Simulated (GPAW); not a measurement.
# SnTe (Fm-3m) in GPAW: further runs

Aim: see how the results for SnTe move with the level of theory and the settings. Levels: revPBE, BLYP. Tasks: band structure.

All numbers are computed with GPAW 26.7.0; they aren't measurements. Logs are shortened: lines on timing, memory, paths and dates and some standing lists are left out, and cuts for length are marked. The log counts tension as positive stress, the text compression.

**Measured values to compare with.**

From a printed reference work, textbook, for a bulk crystal of SnTe at 300 K: band gap 0.18 eV (direct).

How close the calculation comes is told below.

## 1. Starting point

Symmetry: Fm-3m, No. 225, cubic system. Conventional cell: a = 6.302 Å, b = 6.302 Å, c = 6.302 Å, α = 90.00°, β = 90.00°, γ = 90.00°. Te (site symmetry m-3m) has 6 Sn at 3.15 Å as nearest neighbours. Sn (site symmetry m-3m) has 6 Te at 3.15 Å as nearest neighbours.

## 2. Band structure, revPBE

Input file run.py:

```python
from ase import Atoms
from ase.dft.bandgap import bandgap
from ase.io import write
from ase.units import GPa
from gpaw import GPAW, PW

atoms = Atoms(['Te', 'Sn'],
              cell=[[0.0, 3.15085, 3.15085],
                    [3.15085, 0.0, 3.15085],
                    [3.15085, 3.15085, 0.0]],
              scaled_positions=[[0.5, 0.5, 0.5],
                                [0.0, 0.0, 0.0]],
              pbc=True)

calc = GPAW(mode=PW(600),
            xc='revPBE',
            kpts={'size': (7, 7, 7), 'gamma': True},
            occupations={'name': 'fermi-dirac', 'width': 0.05},
            nbands=19,
            convergence={'density': 1e-05, 'energy': 1e-05},
            maxiter=150,
            txt='gpaw.txt')
atoms.calc = calc
energy = atoms.get_potential_energy()
forces = atoms.get_forces()
stress = atoms.get_stress()
calc.write('gs.gpw')
write('result.traj', atoms)
print(f'Energy: {energy:.6f} eV')
print('Forces (eV/A):')
print(forces.round(4))
print('Stress (GPa):', (stress / GPa).round(3))
print('Fermi level:', round(calc.get_fermi_level(), 4), 'eV')
print(f'Gap: {bandgap(calc)[0]:.4f} eV, direct: {bandgap(calc, direct=True)[0]:.4f} eV')

path = atoms.cell.bandpath('GXWKGLUWLK,UX', npoints=100, eps=1e-4)
bs_calc = calc.fixed_density(kpts=path, symmetry='off', nbands=32,
                             convergence={'bands': 'CBM+6.0', 'eigenstates': 1e-6}, txt='bands.txt')
bs = bs_calc.band_structure()
bs.write('bs.json')
print(f'Gap on the path: {bandgap(bs_calc)[0]:.4f} eV')
```

Potentials or basis: the program's PAW data sets (release 1.2.1) made for this functional, pw.

The run is started by

```sh
> OMP_NUM_THREADS=1 python run.py
```

gpaw.txt:

```text
__  _  _
 | _ |_)|_||  |
 |__||  | ||/\| - 26.7.0

Input parameters:
  mode=PW(ecut=600.0),
  convergence={'density': 1e-05, 'energy': 1e-05},
  kpts=MonkhorstPack(size=(7, 7, 7), gamma=True),
  maxiter=150,
  nbands=19,
  occupations=Occupations(name='fermi-dirac', width=0.05),
  xc=XC(name='revPBE')

Diagonalizing LCAO Hamiltonian
Converting LCAO to pw mode

                 Te

       Sn

Atoms  # Å, Bohr magnetons
|   | symbol |        x |        y |        z |    initial magnetic moments |
|---|--------|----------|----------|----------|-----------------------------|
| 0 |     Te | 3.150850 | 3.150850 | 3.150850 | ( 0.0000,  0.0000,  0.0000) |
| 1 |     Sn | 0.000000 | 0.000000 | 0.000000 | ( 0.0000,  0.0000,  0.0000) |

Unit cell  # Å
| periodic |        x |        y |        z |  lengths |    angles |
|----------|----------|----------|----------|----------|-----------|
|      yes | 0.000000 | 3.150850 | 3.150850 | 4.455975 | 60.000000 |
|      yes | 3.150850 | 0.000000 | 3.150850 | 4.455975 | 60.000000 |
|      yes | 3.150850 | 3.150850 | 0.000000 | 4.455975 | 60.000000 |

Number of symmetries: 48
Symmetry operations  # r_c * U_cc + t_c -> r_c
|    | kind |            matrix            |
|----|------|------------------------------|
|  0 |  σ   |  1, 0, 0,  1, 0,-1,  1,-1, 0 |
|  1 |  C2  |  1, 0, 0,  1,-1, 0,  1, 0,-1 |
|  2 |  E   |  1, 0, 0,  0, 1, 0,  0, 0, 1 |
|  3 |  σ   |  1, 0, 0,  0, 0, 1,  0, 1, 0 |
|  4 |  C4  |  1, 0,-1,  1, 0, 0,  1,-1, 0 |
|  5 |  S6  |  1, 0,-1,  1,-1, 0,  1, 0, 0 |
|  6 |  σ   |  1, 0,-1,  0, 1,-1,  0, 0,-1 |
|  7 |  C3  |  1, 0,-1,  0, 0,-1,  0, 1,-1 |
|  8 |  S6  |  1,-1, 0,  1, 0, 0,  1, 0,-1 |
|  9 |  C4  |  1,-1, 0,  1, 0,-1,  1, 0, 0 |
| 10 |  C3  |  1,-1, 0,  0,-1, 1,  0,-1, 0 |
| 11 |  σ   |  1,-1, 0,  0,-1, 0,  0,-1, 1 |
| 12 |  σ   |  0, 1, 0,  1, 0, 0,  0, 0, 1 |
| 13 |  C4  |  0, 1, 0,  0, 1,-1, -1, 1, 0 |
| 14 |  C3  |  0, 1, 0,  0, 0, 1,  1, 0, 0 |
| 15 |  S6  |  0, 1, 0, -1, 1, 0,  0, 1,-1 |
| 16 |  C2  |  0, 1,-1,  1, 0,-1,  0, 0,-1 |
| 17 |  σ   |  0, 1,-1,  0, 1, 0, -1, 1, 0 |
| 18 |  S4  |  0, 1,-1,  0, 0,-1,  1, 0,-1 |
| 19 |  C4  |  0, 1,-1, -1, 1, 0,  0, 1, 0 |
| 20 |  C3  |  0, 0, 1,  1, 0, 0,  0, 1, 0 |
| 21 |  σ   |  0, 0, 1,  0, 1, 0,  1, 0, 0 |
| 22 |  S6  |  0, 0, 1,  0,-1, 1, -1, 0, 1 |
| 23 |  C4  |  0, 0, 1, -1, 0, 1,  0,-1, 1 |
| 24 |  S4  |  0, 0,-1,  1, 0,-1,  0, 1,-1 |
| 25 |  C3  |  0, 0,-1,  0, 1,-1,  1, 0,-1 |
| 26 |  C2  |  0, 0,-1,  0,-1, 0, -1, 0, 0 |
| 27 |  S6  |  0, 0,-1, -1, 0, 0,  0,-1, 0 |
| 28 |  S4  |  0,-1, 1,  1,-1, 0,  0,-1, 0 |
| 29 |  C4  |  0,-1, 1,  0, 0, 1, -1, 0, 1 |
| 30 |  C2  |  0,-1, 1,  0,-1, 0,  1,-1, 0 |
| 31 |  σ   |  0,-1, 1, -1, 0, 1,  0, 0, 1 |
| 32 |  C3  |  0,-1, 0,  1,-1, 0,  0,-1, 1 |
| 33 |  S6  |  0,-1, 0,  0, 0,-1, -1, 0, 0 |
| 34 |  S4  |  0,-1, 0,  0,-1, 1,  1,-1, 0 |
| 35 |  C2  |  0,-1, 0, -1, 0, 0,  0, 0,-1 |
| 36 |  C2  | -1, 1, 0,  0, 1, 0,  0, 1,-1 |
| 37 |  S6  | -1, 1, 0,  0, 1,-1,  0, 1, 0 |
| 38 |  S4  | -1, 1, 0, -1, 0, 1, -1, 0, 0 |
| 39 |  C3  | -1, 1, 0, -1, 0, 0, -1, 0, 1 |
| 40 |  S6  | -1, 0, 1,  0, 0, 1,  0,-1, 1 |
| 41 |  C2  | -1, 0, 1,  0,-1, 1,  0, 0, 1 |
| 42 |  C3  | -1, 0, 1, -1, 1, 0, -1, 0, 0 |
| 43 |  S4  | -1, 0, 1, -1, 0, 0, -1, 1, 0 |
| 44 |  C2  | -1, 0, 0,  0, 0,-1,  0,-1, 0 |
| 45 |  i   | -1, 0, 0,  0,-1, 0,  0, 0,-1 |
| 46 |  σ   | -1, 0, 0, -1, 1, 0, -1, 0, 1 |
| 47 |  C2  | -1, 0, 0, -1, 0, 1, -1, 1, 0 |

BZ-sampling:
  Number of BZ points: 343
  Number of IBZ points: 20

  Monkhorst-Pack size: [7, 7, 7]
  Monkhorst-Pack shift: [0, 0, 0]

K-points  # in reciprocal-cell coordinates
|     |                                coordinates |     weight |
|-----|--------------------------------------------|------------|
|   0 | (  0.00000000,   0.00000000,   0.00000000) | 0.00291545 |
|   1 | (  0.14285714,   0.14285714,   0.00000000) | 0.01749271 |
|   2 | (  0.14285714,   0.14285714,   0.14285714) | 0.02332362 |
|   3 | (  0.28571429,   0.14285714,   0.14285714) | 0.03498542 |
|   4 | (  0.28571429,   0.28571429,   0.00000000) | 0.01749271 |
|   5 | (  0.28571429,   0.28571429,   0.14285714) | 0.06997085 |
|   6 | (  0.28571429,   0.28571429,   0.28571429) | 0.02332362 |
|   7 | (  0.42857143,  -0.28571429,  -0.28571429) | 0.03498542 |
|   8 | (  0.42857143,   0.28571429,  -0.42857143) | 0.13994169 |
|   9 | (  0.42857143,   0.28571429,  -0.28571429) | 0.06997085 |
| ... |                                            |            |
|  19 | (  0.42857143,   0.42857143,   0.42857143) | 0.02332362 |

Plane wave coefficients: 2106
Cutoff: 600.0 eV

Spin-components: 1 (collinear spins)
Bands:           19
Projectors:      11
Spin-degeneracy: 2
Datatype:        complex128

Parallelization:
  kpt:    1
  domain: 1
  band:   1

Density:
  Valence electrons: 20.0
  Components: 1
  Grid points: [27 27 27]
  Charge: 0.0  # |e|

Potential:
  Grid points: [27 27 27]

species:
  Te:
    name:    Tellurium
    Z:       52.0
    valence: 6
    core:    46
    charge:  0.0  # [|e|]
    compensation charges:
      type: gauss
      rc: 0.36  # [Å]
      lmax: 2
    cutoffs:
      filter: 2.09  # [Å]
      core: 3.17  # [Å]
    projectors
    | kind |    occ | energy [eV] | rcut [Å] |
    |------|--------|-------------|----------|
    |   5s |  2.000 |     -15.027 |    1.180 |
    |   5p |  4.000 |      -5.913 |    1.196 |
    |    s |        |      12.185 |    1.180 |
    |    p |        |      21.299 |    1.196 |
    |    d |        |       0.000 |    1.238 |

    Using partial waves for Te as LCAO basis

  Sn:
    name:    Tin
    Z:       50.0
    valence: 14
    core:    36
    charge:  0.0  # [|e|]
    compensation charges:
      type: gauss
      rc: 0.38  # [Å]
      lmax: 2
    cutoffs:
      filter: 2.23  # [Å]
      core: 2.35  # [Å]
    projectors
    | kind |    occ | energy [eV] | rcut [Å] |
    |------|--------|-------------|----------|
    |   5s |  2.000 |     -10.469 |    1.201 |
    |   5p |  2.000 |      -3.642 |    1.270 |
    |   4d | 10.000 |     -25.826 |    1.185 |
    |    s |        |      16.742 |    1.201 |
    |    p |        |      23.569 |    1.270 |
    |    d |        |       1.385 |    1.185 |

    Using partial waves for Sn as LCAO basis

Reference energy: -352814.385549  # eV

eigensolver:
  PPCG
  Converge bands: occupied
  niter=2

density mixing:
  MSR1-Mixer
  Pratt-step length: 0.05
  Maximum mixing coefficient: 0.75
  Old densities: 10
  SVD Regularization: 0.005
  Good broyden scale: 1.0
  Trust region scale: 1.0
  Backstep threshold: 4.0
  History deletion threshold: 6.0
  Fourier metric: weight=20.0, sigma=0.015

occupation numbers:
  Fermi-Dirac:
    width: 0.0500  # eV

poisson solver:
  ecut: 4800.0  # eV

xc functional:
  name: revPBE with 2 nearest neighbor stencil

convergence criteria:
- Maximum integral of absolute [dens]ity change: 1e-05 electrons / valence electron
- Maximum [total energy] change in last 3 cyles: 1e-05 eV / valence electron
- Maximum integral of absolute [eigenst]ate change: 4e-08 eV^2 / valence electron
maximum number of iterations: 150

SCF iterations
|iter     | |      energy | eigst |  dens |
|---------|-|-------------|-------|-------|
|iter:   1| |   -7.216125 | -0.15 |       |
|iter:   2| |   -7.210858 | -2.29 | -1.48 |
|iter:   3| |   -7.185914 | -2.65 | -1.52 |
|iter:   4| |   -7.188071 | -3.93 | -2.10 |
|iter:   5| |   -7.188429 | -4.57 | -2.59 |
|iter:   6| |   -7.188440 | -5.96 | -3.27 |
|iter:   7| |   -7.188440c| -7.41c| -4.18 |
|iter:   8| |   -7.188440c| -7.46c| -4.73 |
|iter:   9| |   -7.188440c| -7.96c| -5.71c|

Converged in 9 steps
Energy contributions relative to reference atoms: (reference = -352814.385549)

Energy contributions:
  Kinetic:          15.675442
  Coulomb:         -15.668415
  Zero:              0.153005
  External:          0.000000
  Xc:               -7.348433
  Entropy:          -0.000079
  Spinorbit:         0.000000
  ----------------------------
  Free energy:      -7.188480
  Extrapolated:     -7.188440

dipole moment: (-21.334916, -21.334916, -21.334916)  # |e|*Ang

Fermi level: 6.639
Eigenvalues  # (at kpt = [0.000, 0.000, 0.000])
| band index |      eig [eV] | occ [0-2] |
|------------|---------------|-----------|
|          0 |       -15.393 |     2.000 |
|        ... |               |           |
|          2 |       -15.388 |     2.000 |
|          3 |       -15.388 |     2.000 |
|          4 |       -15.388 |     2.000 |
|          5 |        -6.239 |     2.000 |
|          6 |         1.930 |     2.000 |
|          7 |         4.377 |     2.000 |
|          8 |         4.377 |     2.000 |
|          9 |         4.377 |     2.000 |
|         10 |         9.907 |     0.000 |
|         11 |         9.907 |     0.000 |
|         12 |         9.907 |     0.000 |
|         13 |        11.317 |     0.000 |
|         14 |        11.317 |     0.000 |
|         15 |        11.317 |     0.000 |
|         16 |        13.433 |     0.000 |
|         17 |        13.433 |     0.000 |
|         18 |        13.445 |     0.000 |

Gap: 0.663 eV
Transition (v -> c):
  (s=0, k=19, n=9, [0.43, 0.43, 0.43]) -> (s=0, k=19, n=10, [0.43, 0.43, 0.43])
No difference between direct/indirect transitions

Forces  # eV/Ang
|       x |        y |        z |
|---------|----------|----------|
| 0.00000 | -0.00000 | -0.00000 |  # Te   0
| 0.00000 |  0.00000 |  0.00000 |  # Sn   1

Stress tensor  # eV/Ang^3
|         x |         y |         z |
|-----------|-----------|-----------|
| -0.018611 |  0.000000 |  0.000000 |
|  0.000000 | -0.018611 |  0.000000 |
|  0.000000 |  0.000000 | -0.018611 |

# Writing to gs.gpw (mode='')
```

Wall time 98 s (1 thread of Arm Neoverse V1, shared host); peak memory 0.36 GiB.

What came out:

```yaml
Free_energy: -7.1885 eV
Pressure: 3.0 GPa
Band_gap_along_the_path: 0.09 eV, direct
```

Levels at the corners of the path, in eV from the Fermi level:
```
point  band 8  band 9  band 10  band 11  band 12  band 13
    Γ   -2.26   -2.26    -2.26     3.27     3.27     3.27
    X   -5.68   -3.86    -3.86     2.11     4.84     4.84
    W   -4.93   -4.93    -0.93     0.76     4.55     4.55
    K   -5.28   -3.36    -2.80     2.93     3.01     4.13
    Γ   -2.26   -2.26    -2.26     3.27     3.27     3.27
    L   -1.93   -1.93    -0.05     0.04     0.27     0.27
    U   -5.28   -3.36    -2.80     2.93     3.01     4.13
    W   -4.93   -4.93    -0.93     0.76     4.55     4.55
    L   -1.93   -1.93    -0.05     0.04     0.27     0.27
    K   -5.28   -3.36    -2.80     2.93     3.01     4.13
    U   -5.28   -3.36    -2.80     2.93     3.01     4.13
    X   -5.68   -3.86    -3.86     2.11     4.84     4.84
```

Caveat: this odd mesh misses L, where the gap lies, so gap, dielectric constants and Born charges aren't listed; spin-orbit coupling is left out, which moves the levels of the heavy elements.

## 3. Band structure, BLYP

Input file run.py:

```python
from ase.dft.bandgap import bandgap
from ase.io import read, write
from ase.units import Bohr, GPa
from gpaw import GPAW, PW, setup_paths
from gpaw.elf import elf_from_dft_calculation

setup_paths.insert(0, '.')

atoms = read('SnTe.xyz')

calc = GPAW(mode=PW(600),
            xc='BLYP',
            kpts={'size': (7, 7, 7), 'gamma': True},
            occupations={'name': 'fermi-dirac', 'width': 0.05},
            nbands=19,
            convergence={'density': 1e-05, 'energy': 1e-05},
            eigensolver='davidson',
            maxiter=150,
            txt='gpaw.txt')
atoms.calc = calc
energy = atoms.get_potential_energy()
forces = atoms.get_forces()
stress = atoms.get_stress()
calc.write('gs.gpw')
write('result.traj', atoms)
print(f'Energy: {energy:.6f} eV')
print('Forces (eV/A):')
print(forces.round(4))
print('Stress (GPa):', (stress / GPa).round(3))
print('Fermi level:', round(calc.get_fermi_level(), 4), 'eV')
print(f'Gap: {bandgap(calc)[0]:.4f} eV, direct: {bandgap(calc, direct=True)[0]:.4f} eV')

# fields on the real-space grid
write('density.cube', atoms, data=calc.get_pseudo_density() * Bohr**3)
write('potential.cube', atoms, data=calc.get_electrostatic_potential())
write('elf.cube', atoms, data=elf_from_dft_calculation(calc).data)

path = atoms.cell.bandpath('GXWKGLUWLK,UX', npoints=80, eps=1e-4)
bs_calc = calc.fixed_density(kpts=path, symmetry='off', nbands=32,
                             convergence={'bands': 'CBM+6.0', 'eigenstates': 1e-6}, txt='bands.txt')
bs = bs_calc.band_structure()
bs.write('bs.json')
print(f'Gap on the path: {bandgap(bs_calc)[0]:.4f} eV')
```

Input file SnTe.xyz:

```xyz
2
Lattice="0.0000000000 3.1508500000 3.1508500000 3.1508500000 0.0000000000 3.1508500000 3.1508500000 3.1508500000 0.0000000000" Properties=species:S:1:pos:R:3 pbc="T T T"
Te     3.1508500000      3.1508500000      3.1508500000
Sn     0.0000000000      0.0000000000      0.0000000000
```

Potentials or basis: PAW data sets generated in the run's folder for this functional, pw.

The run is started by

```sh
> gpaw-setup -f BLYP Sn Te
> OMP_NUM_THREADS=1 python run.py
```

Wall time 82 s (1 thread of Arm Neoverse V1, shared host); peak memory 0.32 GiB.

The run converged. Its results:

| Item | Value |
| --- | --- |
| Free energy | -6.4424 eV |
| Pressure | 5.8 GPa |
| Band gap along the path | 0.07 eV, direct |

Levels at the corners of the path, in eV from the Fermi level:
```
point  band 8  band 9  band 10  band 11  band 12  band 13
    Γ   -2.26   -2.26    -2.26     3.18     3.18     3.18
    X   -5.56   -3.80    -3.80     2.44     4.72     4.72
    W   -4.83   -4.83    -0.95     0.75     4.71     4.71
    K   -5.17   -3.31    -2.79     2.88     3.04     4.32
    Γ   -2.26   -2.26    -2.26     3.18     3.18     3.18
    L   -1.88   -1.88    -0.04     0.03     0.28     0.28
    U   -5.17   -3.31    -2.79     2.88     3.04     4.32
    W   -4.83   -4.83    -0.95     0.75     4.71     4.71
    L   -1.88   -1.88    -0.04     0.03     0.28     0.28
    K   -5.17   -3.31    -2.79     2.88     3.04     4.32
    U   -5.17   -3.31    -2.79     2.88     3.04     4.32
    X   -5.56   -3.80    -3.80     2.44     4.72     4.72
```

Caveat: this odd mesh misses L, where the gap lies, so gap, dielectric constants and Born charges aren't listed; spin-orbit coupling is left out, which moves the levels of the heavy elements.

## 4. Against experiment

Step 2. Measured gap of SnTe: 0.18 eV (direct; 300 K; a printed reference work, textbook). This calculation gives 0.09 eV (-0.09 eV). Spin-orbit coupling on Sn, Te is left out. The value is that of revPBE, without temperature or zero-point motion. Semilocal functionals fall short of measured gaps as a rule.

Step 3. A measured gap of SnTe is 0.18 eV (direct; 300 K; a printed reference work, textbook); the calculated 0.07 eV misses it by -0.11 eV. Spin-orbit coupling on Sn, Te is left out. The value is that of BLYP, without temperature or zero-point motion. Semilocal functionals fall short of measured gaps as a rule.
